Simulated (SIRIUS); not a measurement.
# C in SIRIUS: the effect of functional

C:

```xyz
1
Lattice="4.2552 0.0000 0.0000 0.0000 4.2552 0.0000 0.0000 0.0000 1.2823" Properties=species:S:1:pos:R:3 pbc="T T T"
C     2.1276    2.1276    0.6411
```

The cell was built by a generator and needn't be a form met in nature.

Alike in all runs:

| Property | Result |
| --- | --- |
| Program | SIRIUS 7.10.0 |
| Task | single point |
| Potentials or basis | PseudoDojo 0.4.1 PBE standard (scalar relativistic) |
| Cutoff | 1127 eV |
| Density cutoff | 4507 eV |
| k mesh | 6 × 6 × 20 |
| Occupations | fermi-dirac, width 0.05 eV |
| Spin | no spin polarisation |

| functional | pressure (GPa) |
| --- | --- |
| LDA | -0.3 |
| PBEsol | -0.2 |
| RPBE | 0.2 |
| revPBE | 0.2 |
| BLYP | 1.2 |
| PW91 | 0.0 |
| AM05 | 0.0 |
| HCTH407 | ? |
| EV93PW91 | 0.9 |
| PBEint | -0.1 |

Question: What does the run with functional HCTH407 give?

Answer: Pressure -2.7 GPa.

Caveats: the potentials were made for another functional, which shifts forces and pressure; the potentials were made for a functional far from this one (some runs).

Runs at the PBE level aren't shown here.
